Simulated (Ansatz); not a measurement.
# Structure relaxation of Cr

Computed with Ansatz, DFT r2SCAN, scalar-relativistic, plane waves, PAW. Cutoff 500 eV, Γ-centred k mesh, Gaussian smearing, collinear spin, first started from parallel moments.

Cr was placed on the dhcp structure type (P6_3/mmc, No. 194), at a guessed volume.

```
CELL_PARAMETERS angstrom
2.71663 0.00000 0.00000
-1.35832 2.35267 0.00000
0.00000 0.00000 8.76167
ATOMIC_POSITIONS crystal
Cr 0.00000 0.00000 0.00000
Cr 0.00000 0.00000 0.50000
Cr 0.33333 0.66667 0.75000
Cr 0.66667 0.33333 0.25000
```

Cell and atoms relax at zero pressure; the relaxation can't lower the symmetry of the start.

Energies count from the standard state of Cr at the same level.

**Question.** What does it relax into?

**Answer.** It keeps P6_3/mmc (No. 194). The result has the dhcp structure. Conventional cell: a = 2.879 Å, c = 7.949 Å. Cr on Wyckoff site a (2 atoms of the primitive cell) is coordinated by 6 Cr at 2.59 Å and 6 Cr at 2.88 Å; Cr on Wyckoff site d (2 atoms of the primitive cell) has 6 Cr at 2.59 Å and 6 Cr at 2.88 Å.

```cif
data_structure
_symmetry_space_group_name_H-M 'P6_3/mmc'
_symmetry_Int_Tables_number 194
_cell_length_a 2.8789
_cell_length_b 2.8789
_cell_length_c 7.9489
_cell_angle_alpha 90.000
_cell_angle_beta 90.000
_cell_angle_gamma 120.000
_cell_volume 57.06
loop_
_atom_site_label
_atom_site_type_symbol
_atom_site_symmetry_multiplicity
_atom_site_Wyckoff_symbol
_atom_site_fract_x
_atom_site_fract_y
_atom_site_fract_z
_atom_site_occupancy
Cr1 Cr 2 a 0.00000 0.00000 0.00000 1
Cr2 Cr 2 d 0.33333 0.66667 0.75000 1
```

**Question.** What are its volume, energy, gap and moment?

**Answer.** The volume per atom is 14.26 Å³ and the density is 6.05 g/cm³. The energy over the standard structure is 0.51 eV/atom and the gap on the 21×21×6 mesh is 0 eV (a metal). The net moment per atom is 0.09 μB. The largest site moment is 2.96 μB.

The final run used a 21×21×6 mesh on its 4-atom cell and 0.10 eV smearing. For metals, differences of a few meV/atom aren't resolved. The magnetic state reached may not be the lowest. Symmetry constrained the relaxation, so the result can be a saddle point.

This form isn't the element's structure at ambient conditions.